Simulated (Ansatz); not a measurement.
Write the native input for Ansatz 0.2.0 that does the following.

- Task: elastic constants
- Functional: PBE
- Potentials or basis: Ansatz PAW
- Cutoff: 420 eV (not typed: the program's choice for these potentials)
- k mesh: 8 × 8 × 8
- Occupations: fermi-dirac, width 0.05 eV
- Spin: no spin polarisation
- Atoms under strain: relaxed

Nb:

```
Nb
1.0
     0.00000    2.11500    2.11500
     2.11500    0.00000    2.11500
     2.11500    2.11500    0.00000
Nb
1
Direct
  0.00000 0.00000 0.00000
```

This isn't the form of Nb at room conditions, which is bcc.

One way to write it, as run:

input.yaml

```yaml
crystal:
  lattice:
    - [0.0, 2.115, 2.115]
    - [2.115, 0.0, 2.115]
    - [2.115, 2.115, 0.0]
  atoms:
    - { symbol: Nb, position: [0.0, 0.0, 0.0] }
hamiltonian:
  xc: pbe
  pseudopotentials: { kind: paw }
kpoints:
  mp_grid: { grid: [8, 8, 8] }
scf:
  occupations: { method: fermi_dirac, width: 0.05 }
output:
  forces: true
  stress: true
elastic:
  mode: relaxed_ion
  stencil: two_point
```

Potentials or basis: Ansatz PAW.

The run is started by

```bash
$ ansatz run input.yaml --threads 2 --pin off --max-ram 5632MiB --backend cpu --events-out ev --progress --plain --runs-dir out
```

Results of the run:

```json
{"Pressure": "-1.8 GPa", "Band gap on the k mesh": "none (metal or under the smearing width)", "Elastic constants C11, C12, C44": "-8, 239, -50 GPa", "Voigt bulk modulus": "157 GPa"}
```

Caveat: the elastic tensor has a negative eigenvalue, so either the cell is unstable as it stands or the mesh is too thin.

Run time: 3 s on 2 threads of Arm Neoverse V1, with other jobs on the host, peak memory 0.29 GiB.
